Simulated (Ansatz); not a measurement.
**Ge₃N₄, one structure, two calculations**

Cell: a structure deposited in the COD, whose atoms a relaxation with PBE at fixed cell left in place.

```
Ge N
1.0
     0.00000    4.15455    4.15455
     4.15455    0.00000    4.15455
     4.15455    4.15455    0.00000
Ge N
6 8
Direct
  0.12500 0.12500 0.12500
  0.62500 0.12500 0.12500
  0.12500 0.12500 0.62500
  0.12500 0.62500 0.12500
  0.50000 0.50000 0.50000
  0.75000 0.75000 0.75000
  0.88320 0.88320 0.88320
  0.89960 0.36680 0.36680
  0.88320 0.88320 0.35040
  0.36680 0.89960 0.36680
  0.35040 0.88320 0.88320
  0.36680 0.36680 0.36680
  0.88320 0.35040 0.88320
  0.36680 0.36680 0.89960
```

Atoms are numbered from 1 in the order listed; like atoms form one site, named after its first atom.

First run. The numbers come from a DFT calculation in Ansatz (PBE, plane waves and PAW, scalar-relativistic, 420 eV cutoff, Γ-centred 6×6×6 k-points, Fermi–Dirac smearing 0.02 eV).

| site | atom | V_zz (10²¹ V/m²) | η |
| --- | --- | --- | --- |
| Ge1 | 1 | -0.23 | 0.00 |
| N | 7 | 4.23 | 0.00 |

Second run. The same atoms and settings, except that the functional is LDA.

Question: Given the first result, estimate the second.

Answer: 

| site | atom | V_zz | η | change of V_zz |
| --- | --- | --- | --- | --- |
| Ge1 | 1 | -0.29 | 0.00 | -0.06 |
| N | 7 | 4.16 | 0.00 | -0.07 |

The largest change of V_zz is on N, from 4.23 to 4.16. In per cent, |V_zz| changes by -2 on N (all sites that start above 0.5). Sites without a gradient aren't listed.

For the second run: At this cell the LDA pressure is -12 GPa, so with LDA the cell would shrink if it were relaxed.
